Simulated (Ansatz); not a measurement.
TiO2 (Anatase): single point with PBEsol

The system is TiO2 (Anatase).

```xyz
6
Lattice="-1.8921 1.8921 4.7573 1.8921 -1.8921 4.7573 1.8921 1.8921 -4.7573" Properties=species:S:1:pos:R:3 pbc="T T T"
Ti    0.0000    1.8921    2.3786
Ti    0.0000    0.0000    0.0000
O     0.0000    0.0000    7.5346
O     0.0000    1.8921    0.3987
O     0.0000    1.8921    4.3586
O     0.0000    0.0000    1.9800
```

```json
{
  "Program": "Ansatz 0.2.0",
  "Task": "single point",
  "Functional": "PBEsol",
  "Potentials or basis": "Ansatz PAW",
  "Cutoff": "420 eV (not typed: the program's choice for these potentials)",
  "k mesh": "10 × 10 × 10",
  "Occupations": "gaussian, width 0.02 eV",
  "Spin": "no spin polarisation"
}
```

- Pressure: -1.1 GPa
- Largest force: 0.009 eV/Å
- Band gap on the k mesh: 2.09 eV, indirect (least direct gap 2.42 eV)

Forces in eV/Å, atoms in the order of the input:
```
Ti   0.000  0.000  0.000
Ti   0.000  0.000  0.000
O    0.000  0.000  0.009
O    0.000  0.000  0.009
O    0.000  0.000 -0.009
O    0.000  0.000 -0.009
```

Stress tensor (GPa, compression positive):
```
-1.36  0.00  0.00
 0.00 -1.36  0.00
 0.00  0.00 -0.46
```

Levels at points of the mesh, in eV from the valence-band top:
```csv
k point,band 22,band 23,band 24,band 25,band 26,band 27
"(0.00, 0.00, 0.00)",-0.75,-0.47,-0.47,2.09,2.85,4.00
"(0.00, 0.00, -0.50)",-2.08,-0.03,-0.03,3.36,3.36,3.84
"(0.00, -0.50, 0.00)",-0.96,-0.83,-0.63,3.24,3.56,3.58
"(-0.50, -0.50, -0.50)",-1.26,-0.11,-0.11,2.46,2.46,3.79
```

Run time: 15 s on 2 threads of Intel(R) Xeon(R) Processor @ 2.50GHz (Skylake/Cascade Lake), with other jobs on the host, peak memory 0.5 GiB.

Caveat: the pressure holds a Pulay correction of +0.7 GPa for the finite cutoff; the PAW data sets come from PBE, with cores solved anew for the run's functional, which leaves a small shift of forces and pressure. PBEsol gaps usually lie below the measured ones, often by a third to a half.
